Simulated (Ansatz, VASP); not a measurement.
# Two plane-wave programs on GaAs

Contents of INCAR:

```
PREC = Accurate
ENCUT = 980
EDIFF = 1E-6
ISMEAR = -1
SIGMA = 0.05
LREAL = False
LASPH = True
NELM = 60
ALGO = Normal
ISIF = 3
LWAVE = False
LCHARG = False
GGA = PE
IBRION = 2
NSW = 40
EDIFFG = -0.02
```

KPOINTS

```
regular mesh
0
Gamma
  8 8 8
```

The input POSCAR:

```
GaAs
1.0
    0.0000000000      2.8268500000      2.8268500000
    2.8268500000      0.0000000000      2.8268500000
    2.8268500000      2.8268500000      0.0000000000
As Ga
1 1
Direct
    0.7500000000      0.7500000000      0.7500000000
    0.0000000000      0.0000000000      0.0000000000
```

The input input.yaml:

```yaml
crystal:
  lattice:
    - [0.0, 2.82685, 2.82685]
    - [2.82685, 0.0, 2.82685]
    - [2.82685, 2.82685, 0.0]
  atoms:
    - { symbol: As, position: [0.75, 0.75, 0.75] }
    - { symbol: Ga, position: [0.0, 0.0, 0.0] }
hamiltonian:
  xc: pbe
  pseudopotentials: { kind: paw }
kpoints:
  mp_grid: { grid: [8, 8, 8] }
scf:
  occupations: { method: fermi_dirac, width: 0.05 }
output:
  forces: true
  stress: true
  write_density: true
  write_potential: true
  elf: true
  volumetric_format: npy
relax:
  f_tol: 0.01
  max_steps: 40
  cell: { stress_tol: 0.05 }
```

Alike in both runs: task relaxation of cell and atoms; functional PBE; k mesh 8 × 8 × 8; occupations fermi-dirac, width 0.05 eV; no spin polarisation.

|  | VASP | Ansatz |
| --- | --- | --- |
| version | VASP 6.6.1 | Ansatz 0.2.0 |
| potentials or method | VASP PAW PBE potentials, release 64 (As, Ga_h) | Ansatz PAW |
| plane-wave cutoff (eV) | 980 | 420 |
| valence electrons in the cell | 18 | 28 |

|  | VASP | Ansatz | Ansatz less VASP |
| --- | --- | --- | --- |
| gap on the k mesh at the Fermi level, each at its own relaxed structure (eV) | 0.15 | 0.16 | +0.011 |
| relaxed volume (Å³/atom) | 23.76 | 23.71 | -0.052 |
| relaxed cell length with the largest relative difference (Å) | 4.065 | 4.063 | -0.0030 |
| energy change over the relaxation (meV/atom) | -12 | -11 | +1.1 |

The two sets of potentials don't hold the same shells in valence.

Caveats: the plane-wave basis is chosen anew once the cell has moved, so the energies of steps on either side of that aren't comparable (Ansatz). PBE usually gives volumes a little too large and moduli too small. Zero-point motion and thermal expansion aren't in these numbers.
